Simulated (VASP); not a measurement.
# Rh (P6_3/mmc) in VASP: further runs

Aim: see how the results for Rh move with the level of theory and the settings. Levels: PBE, PBE+D3(BJ), PBEsol. Tasks: relaxation of cell and atoms.

Everything below comes from runs of VASP 6.6.1. Logs are shortened: lines on timing, memory, paths and dates and some standing lists are left out, and cuts for length are marked.

### Step 1. The crystal as given

It takes space group P6_3/mmc (No. 194, hexagonal). Conventional cell: a = 2.692 Å, b = 2.692 Å, c = 4.397 Å, α = 90.00°, β = 90.00°, γ = 120.00°. Rh (site symmetry -6m2) has 12 Rh at 2.69 Å as nearest neighbours.

This isn't the form of Rh at room conditions, which is fcc.

### Step 2. Relaxation of cell and atoms, PBE

Contents of INCAR:

```
PREC = Accurate
ENCUT = 600
EDIFF = 1E-7
ISMEAR = 0
SIGMA = 0.1
LREAL = F
LASPH = T
NELM = 60
ALGO = Normal
ISIF = 3
LWAVE = F
LCHARG = F
GGA = PE
IBRION = 2
NSW = 90
EDIFFG = -0.005
```

Contents of KPOINTS:

```
Automatic mesh
0
Gamma
  18 18 10
```

Contents of POSCAR:

```
Rh
1.0
    2.6923490400      0.0000000000      0.0000000000
   -1.3461745200      2.3316426600      0.0000000000
    0.0000000000      0.0000000000      4.3966059800
Rh
2
Direct
    0.3333333300      0.6666666700      0.2500000000
    0.6666666700      0.3333333300      0.7500000000
```

Potentials or basis: VASP PAW PBE potentials, release 64 (Rh_pv).

Launch:

```bash
$ cat potpaw_PBE.64/Rh_pv/POTCAR > POTCAR
$ mpirun -np 1 vasp_std > vasp.out
```

OUTCAR:

```text
PREC = Accurate
   ENCUT = 600
   EDIFF = 1E-7
   ISMEAR = 0
   LREAL = F
   LASPH = T
   NELM = 60
   ISIF = 3
   GGA = PE
   IBRION = 2
   NSW = 90
   EDIFFG = -0.005

 ion  position               nearest neighbor table
   1  0.333  0.667  0.250-   2 2.69   2 2.69   2 2.69   2 2.69   2 2.69   2 2.69
   2  0.667  0.333  0.750-   1 2.69   1 2.69   1 2.69   1 2.69   1 2.69   1 2.69

  LATTYP: Found a hexagonal cell.
 ALAT       =     2.6923490400
 C/A-ratio  =     1.6329999991

  Lattice vectors:

 A1 = (   2.6923490400,   0.0000000000,   0.0000000000)
 A2 = (  -1.3461745200,   2.3316426600,   0.0000000000)
 A3 = (   0.0000000000,   0.0000000000,   4.3966059800)

Analysis of symmetry for initial positions (statically):
=====================================================================
 Subroutine PRICEL returns:
 Original cell was already a primitive cell.

 Routine SETGRP: Setting up the symmetry group for a
 hexagonal supercell.

 Subroutine GETGRP returns: Found 24 space group operations
 (whereof 12 operations were pure point group operations)
 out of a pool of 24 trial point group operations.

The static configuration has the point symmetry D_3d.
 The point group associated with its full space group is D_6h.

Analysis of symmetry for dynamics (positions and initial velocities):
=====================================================================
 Subroutine PRICEL returns:
 Original cell was already a primitive cell.

 Routine SETGRP: Setting up the symmetry group for a
 hexagonal supercell.

 Subroutine GETGRP returns: Found 24 space group operations
 (whereof 12 operations were pure point group operations)
 out of a pool of 24 trial point group operations.

The dynamic configuration has the point symmetry D_3d.
 The point group associated with its full space group is D_6h.

 Subroutine INISYM returns: Found 24 space group operations
 (whereof 12 operations are pure point group operations),
 and found     1 'primitive' translations

----------------------------------------------------------------------------------------

                                     Primitive cell

  volume of cell :      27.6001

  direct lattice vectors                    reciprocal lattice vectors
     2.692349040  0.000000000  0.000000000     0.371422867  0.214441093  0.000000000
    -1.346174520  2.331642660  0.000000000     0.000000000  0.428882186  0.000000000
     0.000000000  0.000000000  4.396605980     0.000000000  0.000000000  0.227448174

  length of vectors
     2.692349040  2.692349036  4.396605980     0.428882185  0.428882186  0.227448174

  position of ions in fractional coordinates (direct lattice)
     0.333333330  0.666666670  0.250000000
     0.666666670  0.333333330  0.750000000

  ion indices of the primitive-cell ions
   primitive index   ion index
                 1           1
                 2           2

----------------------------------------------------------------------------------------

 KPOINTS: Automatic mesh

Automatic generation of k-mesh.
 Grid dimensions read from file:
 generate k-points for:   18   18   10

 Generating k-lattice:

  Cartesian coordinates                     Fractional coordinates (reciprocal lattice)
     0.020634604  0.011913394  0.000000000     0.055555556  0.000000000  0.000000000
     0.000000000  0.023826788  0.000000000     0.000000000  0.055555556  0.000000000
     0.000000000  0.000000000  0.022744817     0.000000000  0.000000000  0.100000000

  Length of vectors
     0.023826788  0.023826788  0.022744817

  Shift w.r.t. Gamma in fractional coordinates (k-lattice)
     0.000000000  0.000000000  0.000000000

 Subroutine IBZKPT returns following result:
 ===========================================

 Found    222 irreducible k-points:

 Following reciprocal coordinates:
            Coordinates               Weight
  0.000000  0.000000  0.000000      1.000000
  0.055556  0.000000  0.000000      6.000000
  0.111111  0.000000  0.000000      6.000000
  0.166667  0.000000  0.000000      6.000000
  0.222222  0.000000  0.000000      6.000000
  0.277778  0.000000  0.000000      6.000000
[... 16 lines left out ...]
  0.333333  0.111111  0.000000     12.000000
  0.388889  0.111111  0.000000     12.000000
 [... further k-points ...]
   k-points           NKPTS =    222   k-points in BZ     NKDIM =    222   number of bands    NBANDS=     19
   number of dos      NEDOS =    301   number of ions     NIONS =      2
   total plane-waves  NPLWV =  20736
   dimension x,y,z NGX =    24 NGY =   24 NGZ =   36
   dimension x,y,z NGXF=    48 NGYF=   48 NGZF=   72
   ions per type =               2
   NGX,Y,Z   is equivalent  to a cutoff of  14.82, 14.82, 13.61 a.u.
   NGXF,Y,Z  is equivalent  to a cutoff of  29.64, 29.64, 27.22 a.u.
 SYSTEM =  unknown system
   PREC   = accura    normal or accurate (medium, high low for compatibility)
   ISTART =      0    job   : 0-new  1-cont  2-samecut
   ICHARG =      2    charge: 1-file 2-atom 10-const
   ISPIN  =      1    spin polarized calculation?
   LNONCOLLINEAR =      F non collinear calculations
   LSORBIT =      F    spin-orbit coupling
   LASPH  =      T    aspherical Exc in radial PAW
   ENCUT  =  600.0 eV  44.10 Ry    6.64 a.u.   5.38  5.38  8.78*2*pi/ulx,y,z
   NELM   =     60;   NELMIN=  2; NELMDL= -5     # of ELM steps
   EDIFF  = 0.1E-06   stopping-criterion for ELM
   LREAL  =      F    real-space projection
   EDIFFG = -.5E-02   stopping-criterion for IOM
   NSW    =     90    number of steps for IOM
   IBRION =      2    ionic relax: 0-MD 1-quasi-New 2-CG
   NFREE  =      1    steps in history (QN), initial steepest desc. (CG)
   ISIF   =      3    stress and relaxation
   ISYM   =      2    0-nonsym 1-usesym 2-fastsym
   POTIM  = 0.5000    time-step for ionic-motion
   TEBEG  =    0.0;   TEEND  =   0.0 temperature during run
   PSTRESS=    0.0 pullay stress
   NELECT =      30.0000    total number of electrons
   NUPDOWN=      -1.0000    fix difference up-down
   EMIN   =  10.00;   EMAX   =-10.00  energy-range for DOS
   EFERMI =   0.00;   METHOD = LEGACY
   ISMEAR =     0;   SIGMA  =   0.10  broadening in eV -4-tet -1-fermi 0-gaus
   EFERMI_NEDOS =   21; number of points for ismear=-14 and -15
   IALGO  =     38    algorithm
   IMIX   =      4    mixing-type and parameters
     AMIX     =   0.40;   BMIX     =  1.00
     AMIX_MAG =   1.60;   BMIX_MAG =  1.00
  volume/ion in A,a.u.               =      13.80        93.13
  Fermi-wavevector in a.u.,A,eV,Ry     =   1.683236  3.180854 38.549150  2.833283
  Thomas-Fermi vector in A             =   2.766473
   LORBIT       =      0    0 simple, 1 ext, 2 COOP (PROOUT), +10 PAW based schemes
   GGA     = PE    functional components
   LHFCALC =     F    Hartree Fock is set to
   AEXX    =    0.0000 exact exchange contribution
   IVDW    =     0    specifies the selected vdW correction
   LEPSILON=     F    determine dielectric tensor
   LRPA    =     F    only Hartree local field effects (RPA)
 conjugate gradient relaxation of ions
 non-spin polarized calculation
 Gauss-broadening in eV      SIGMA  =   0.10
  energy-cutoff  :      600.00
  volume of cell :       27.60
 maximum number of plane-waves:       954
 NGX is ok and might be reduce to    24
   NGX = 11   NGY = 11   NGZ = 17

--------------------------------------- Ionic step        1  -------------------------------------------

 number of electron      30.0000002 magnetization

 Free energy of the ion-electron system (eV)
  ---------------------------------------------------
  ext. energy  EPLUGINS =         0.00000000
  ---------------------------------------------------
  free energy    TOTEN  =       -14.43717240 eV

  energy without entropy =      -14.42032175  energy(sigma->0) =      -14.42874708

------------------------ aborting loop because EDIFF is reached ----------------------------------------

  FORCE on cell =-STRESS in cart. coord.  units (eV):
  Direction    XX          YY          ZZ          XY          YZ          ZX
  --------------------------------------------------------------------------------------
  -------------------------------------------------------------------------------------
  Total        1.1868186      1.1868186      0.5338807      0.0000000     -0.0000000      0.0000000
  in kB       68.8944149     68.8944146     30.9915933      0.0000000     -0.0000000      0.0000000
  external PRESSURE =      56.2601409 kB  Pullay stress =       0.0000000 kB
[... 165 lines left out ...]
  energy  without entropy=      -14.4334729580  energy(sigma->0) =      -14.44186639

--------------------------------------- Ionic step        6  -------------------------------------------

 number of electron      30.0000003 magnetization

 Free energy of the ion-electron system (eV)
  ---------------------------------------------------
  ext. energy  EPLUGINS =         0.00000000
  ---------------------------------------------------
  free energy    TOTEN  =       -14.45026013 eV

  energy without entropy =      -14.43348147  energy(sigma->0) =      -14.44187080

 E-fermi :  11.5603     XC(G=0): -13.8730

 val. band max:       11.5597878648   @ k =   0.0000   0.0000   0.3000
 cond. band min:      11.5619046757   @ k =   0.2222   0.0556   0.4000
 fundamental gap:      0.0021168109
 Fermi energy:        11.5602992933

 k-point     1 :       0.0000    0.0000    0.0000
  band No.  band energies     occupation
      1     -35.5694      2.00000
      2     -34.9548      2.00000
      3     -34.9548      2.00000
      4     -34.8728      2.00000
      5     -34.8532      2.00000
      6     -34.8532      2.00000
[... 11 lines left out ...]
     18      12.3530      0.00000
     19      20.0120      0.00000
[... 489 lines left out ...]
      3     -35.2720      2.00000
      4     -35.1297      2.00000
      5     -35.0439      2.00000
      6     -34.9742      2.00000
[... 11 lines left out ...]
     18      17.8283      0.00000
     19      21.7569      0.00000

 [... further k-points ...]

------------------------ aborting loop because EDIFF is reached ----------------------------------------

  FORCE on cell =-STRESS in cart. coord.  units (eV):
  Direction    XX          YY          ZZ          XY          YZ          ZX
  --------------------------------------------------------------------------------------
  -------------------------------------------------------------------------------------
  Total        0.0098652      0.0098652      0.0057849      0.0000000      0.0000000      0.0000000
  in kB        0.5609389      0.5609389      0.3289303      0.0000000      0.0000000      0.0000000
  external PRESSURE =       0.4836027 kB  Pullay stress =       0.0000000 kB
[... 17 lines left out ...]
  FREE ENERGIE OF THE ION-ELECTRON SYSTEM (eV)
  ---------------------------------------------------
  free  energy   TOTEN  =       -14.4502601258 eV

  energy  without entropy=      -14.4334814748  energy(sigma->0) =      -14.44187080

 reached required accuracy - stopping structural energy minimisation
```

Wall time 2.6 min (1 thread of Intel Xeon 6975P-C (Granite Rapids), shared host); peak memory 0.25 GiB.

Results:

```yaml
Free_energy: -14.4503 eV
Relaxed_volume: 14.09 Å³/atom
Relaxed_cell: a = 2.724 Å, b = 2.724 Å, c = 4.385 Å, α = 90.00°, β = 90.00°, γ = 120.00°
Space_group_after_relaxing_to_0.05_Å: P6_3/mmc (No. 194)
Energy_gained_by_relaxing: 6.5 meV/atom
Ionic_steps: 6
Pressure_after_relaxing: 0.0 GPa
Band_gap_on_the_k_mesh: none (metal or under the smearing width)
```

The path:
```tsv
step	energy change (eV)	largest force (eV/Å)	pressure (GPa)	volume (Å³)
1	0.0000	0.0000	5.63	27.60
2	0.0368	0.0000	-10.87	29.58
3	-0.0117	0.0000	-0.45	28.23
4	-0.0117	0.0000	-0.33	28.22
5	-0.0131	0.0000	0.05	28.18
6	-0.0131	0.0000	0.05	28.18
```

Final structure:
```yaml
crystal:
  lattice:
    - [2.72409, 0.00000, 0.00000]
    - [-1.36204, 2.35913, 0.00000]
    - [0.00000, 0.00000, 4.38458]
  atoms:
    - { symbol: Rh, position: [0.33333, 0.66667, 0.25000] }
    - { symbol: Rh, position: [0.66667, 0.33333, 0.75000] }
```

Levels at points of the mesh, in eV from the Fermi level:
```tsv
k point	band 12	band 13	band 14	band 15	band 16	band 17	band 18	band 19
(0.00, 0.00, 0.00)	-2.42	-2.42	-1.89	-1.89	0.12	0.12	0.79	8.45
(0.50, 0.00, 0.00)	-2.15	-2.11	0.38	0.60	0.68	2.94	5.00	10.18
(0.00, 0.00, 0.50)	-3.05	-3.05	-3.05	-0.43	-0.43	-0.43	-0.43	14.78
(0.50, 0.00, 0.50)	-1.64	-0.30	-0.30	0.56	0.56	2.63	2.63	9.09
```

### Step 3. Relaxation of cell and atoms, PBE+D3(BJ)

INCAR, as its differences from that of step 2:

```diff
@@ -13,2 +13,3 @@
 GGA = PE
+IVDW = 12
 IBRION = 2
```

KPOINTS is that of step 2.

POSCAR is that of step 2.

Potentials or basis: VASP PAW PBE potentials, release 64 (Rh_pv).

Launch:

```bash
$ cat potpaw_PBE.64/Rh_pv/POTCAR > POTCAR
$ mpirun -np 1 vasp_std > vasp.out
```

It took 2.4 min on 1 thread of Intel Xeon 6975P-C (Granite Rapids), shared host; peak memory 0.26 GiB.

It converged, with:

```yaml
Free_energy: -15.7312 eV
Relaxed_volume: 13.69 Å³/atom
Relaxed_cell: a = 2.698 Å, b = 2.698 Å, c = 4.345 Å, α = 90.00°, β = 90.00°, γ = 120.00°
Space_group_after_relaxing_to_0.05_Å: P6_3/mmc (No. 194)
Energy_gained_by_relaxing: 2.3 meV/atom
Ionic_steps: 5
Pressure_after_relaxing: 0.0 GPa
Band_gap_on_the_k_mesh: none (metal or under the smearing width)
Dispersion_energy_per_atom: -0.650 eV
```

The path:
```csv
step,energy change (eV),largest force (eV/Å),pressure (GPa),volume (Å³)
1,0.0000,0.0000,-2.18,27.60
2,0.0048,0.0000,5.76,26.86
3,-0.0035,0.0000,0.80,27.30
4,-0.0044,0.0000,-0.26,27.41
5,-0.0046,0.0000,0.01,27.38
```

Final structure:
```
Rh
1.0
     2.69751    0.00000    0.00000
    -1.34876    2.33612    0.00000
     0.00000    0.00000    4.34489
Rh
2
Direct
  0.33333 0.66667 0.25000
  0.66667 0.33333 0.75000
```

Levels at points of the mesh, in eV from the Fermi level:
| k point | band 13 | band 14 | band 15 | band 16 | band 17 | band 18 |
| --- | --- | --- | --- | --- | --- | --- |
| (0.00, 0.00, 0.00) | -2.53 | -1.97 | -1.97 | 0.12 | 0.12 | 0.75 |
| (0.50, 0.00, 0.00) | -2.20 | 0.40 | 0.63 | 0.72 | 3.03 | 5.15 |
| (0.00, 0.00, 0.50) | -3.19 | -3.19 | -0.45 | -0.45 | -0.45 | -0.45 |
| (0.50, 0.00, 0.50) | -0.33 | -0.33 | 0.59 | 0.59 | 2.67 | 2.67 |

Caveat: pairwise dispersion overbinds metals, which lowers pressure and volume.

### Step 4. Relaxation of cell and atoms, PBEsol

INCAR, as its differences from that of step 3:

```diff
@@ -1,3 +1,3 @@
 PREC = Accurate
-ENCUT = 600
+ENCUT = 300
 EDIFF = 1E-7
@@ -12,4 +12,3 @@
 LCHARG = F
-GGA = PE
-IVDW = 12
+GGA = PS
 IBRION = 2
```

KPOINTS is that of step 3.

POSCAR is that of step 3.

Launch:

```bash
$ cat potpaw_PBE.64/Rh_pv/POTCAR > POTCAR
$ mpirun -np 1 vasp_std > vasp.out
```

Run time: 89 s. Hardware: 1 thread of Intel Xeon 6975P-C (Granite Rapids), shared host; peak memory 0.15 GiB.

It converged, with:

* Free energy: -16.2318 eV
* Relaxed volume: 13.52 Å³/atom
* Relaxed cell: a = 2.687 Å, b = 2.687 Å, c = 4.324 Å, α = 90.00°, β = 90.00°, γ = 120.00°
* Space group after relaxing (to 0.05 Å): P6_3/mmc (No. 194)
* Energy gained by relaxing: 6.7 meV/atom
* Ionic steps: 9
* Pressure after relaxing: 0.0 GPa
* Band gap on the k mesh: none (metal or under the smearing width)

Step by step:
```
step  energy change (eV)  largest force (eV/Å)  pressure (GPa)  volume (Å³)
   1              0.0000                0.0000           -5.62        27.60
   2              0.0514                0.0000           16.46        25.71
   3             -0.0120                0.0000            0.30        27.01
   4             -0.0120                0.0000            0.42        27.00
   5             -0.0135                0.0000            0.06        27.03
   6             -0.0135                0.0000            0.08        27.03
   7             -0.0135                0.0000            0.07        27.03
   8             -0.0135                0.0000           -0.15        27.05
   9             -0.0135                0.0000           -0.01        27.04
```

Final structure:
```cif
data_structure
_symmetry_space_group_name_H-M 'P 1'
_symmetry_Int_Tables_number 1
_cell_length_a 2.6872
_cell_length_b 2.6872
_cell_length_c 4.3239
_cell_angle_alpha 90.000
_cell_angle_beta 90.000
_cell_angle_gamma 120.000
_cell_volume 27.04
loop_
_atom_site_label
_atom_site_type_symbol
_atom_site_fract_x
_atom_site_fract_y
_atom_site_fract_z
_atom_site_occupancy
Rh1 Rh 0.33333 0.66667 0.25000 1
Rh2 Rh 0.66667 0.33333 0.75000 1
```

Levels at points of the mesh, in eV from the Fermi level:
| k point | band 12 | band 13 | band 14 | band 15 | band 16 | band 17 | band 18 | band 19 |
| --- | --- | --- | --- | --- | --- | --- | --- | --- |
| (0.00, 0.00, 0.00) | -2.59 | -2.59 | -2.02 | -2.02 | 0.13 | 0.13 | 0.65 | 8.79 |
| (0.50, 0.00, 0.00) | -2.31 | -2.30 | 0.41 | 0.66 | 0.74 | 3.03 | 5.15 | 10.38 |
| (0.00, 0.00, 0.50) | -3.27 | -3.27 | -3.27 | -0.46 | -0.46 | -0.46 | -0.46 | 14.87 |
| (0.50, 0.00, 0.50) | -1.77 | -0.36 | -0.36 | 0.61 | 0.61 | 2.62 | 2.62 | 9.42 |

Caveat: the cutoff is under 1.25 times the usual one of these potentials, so pressure, stress and relaxed cells hold a basis-set (Pulay) error; the PAW data sets were made with another functional, which shifts forces and pressure a little.

### Step 5. Overview

| level | cutoff (eV) | gap on the mesh (eV) | pressure (GPa) | relaxed volume (Å³/atom) |
| --- | --- | --- | --- | --- |
| PBE | 600 | none | 0.0 | 14.09 |
| PBE+D3(BJ) | 600 | none | 0.0 | 13.69 |
| PBEsol | 300 | none | 0.0 | 13.52 |

Alike in all rows: task relaxation of cell and atoms; potentials or basis VASP PAW PBE potentials, release 64 (Rh_pv); no spin polarisation; cell relaxed; k mesh 18 × 18 × 10; smearing gaussian 0.1 eV.

Caveats: pairwise dispersion overbinds metals, which lowers pressure and volume (some runs); the cutoff is under 1.25 times the usual one of these potentials, so pressure, stress and relaxed cells hold a basis-set (Pulay) error (some runs); the PAW data sets were made with another functional, which shifts forces and pressure a little (some runs).

Total energies depend on the potentials used, so only differences within one code and one set of settings carry meaning.
